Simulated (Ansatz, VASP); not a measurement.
One calculation of C, two programs

Contents of INCAR:

```
SYSTEM = C
ALGO = Normal ; EDIFF = 1E-6
ENCUT = 520 ; GGA = PS
ISIF = 2 ; ISMEAR = -1
LASPH = .TRUE. ; LCHARG = .FALSE.
LREAL = .FALSE. ; LWAVE = .FALSE.
NBANDS = 16 ; NELM = 100
PREC = Accurate ; SIGMA = 0.02
```

The input KPOINTS:

```
k-points
0
G
  12 9 12
  0 0 0
```

File POSCAR:

```
C
1.0
   -1.7769029944      1.7769029944      0.0000000000
    0.0000000000      0.0000000000      3.5538059888
    1.7769029944      1.7769029944      0.0000000000
C
4
Direct
    0.5000000000      0.3750000000      0.2500000000
    0.0000000000      0.8750000000      0.7500000000
    0.0000000000      0.1250000000      0.2500000000
    0.5000000000      0.6250000000      0.7500000000
```

Input for Ansatz:

```yaml
crystal:
  lattice:
    - [-1.7769029944, 1.7769029944, 0.0]
    - [0.0, 0.0, 3.5538059888]
    - [1.7769029944, 1.7769029944, 0.0]
  atoms:
    - { symbol: C, position: [0.5, 0.375, 0.25] }
    - { symbol: C, position: [0.0, 0.875, 0.75] }
    - { symbol: C, position: [0.0, 0.125, 0.25] }
    - { symbol: C, position: [0.5, 0.625, 0.75] }
kpoints:
  mp_grid: { grid: [12, 9, 12] }
scf:
  occupations: { method: fermi_dirac, width: 0.02 }
hamiltonian:
  xc: pbesol
  pseudopotentials: { kind: all_electron, lapw: { basis_error: 0.001 } }
output:
  forces: true
  stress: true
  eigenvalues: true
```

Alike in both runs: task single point; functional PBEsol; k mesh 12 × 9 × 12; occupations fermi-dirac, width 0.02 eV; no spin polarisation.

```csv
,VASP,Ansatz
version,VASP 6.6.1,Ansatz 0.2.0
potentials or method,"VASP PAW PBE potentials, release 64 (C)","all-electron LAPW, scalar-relativistic"
plane-wave cutoff (eV),520,see its input
```

```tsv
	VASP	Ansatz	Ansatz less VASP
gap on the k mesh at the Fermi level (eV)	4.04	4.05	+0.006
pressure (GPa)	1.1	0.0	-1.07
```

Ansatz ran all-electron here, so the differences hold the error of VASP's frozen core and of both bases.

Caveats: the PAW data sets were made with another functional, which shifts forces and pressure a little (VASP); an odd mesh through Γ misses points on the zone boundary, where band edges often lie.
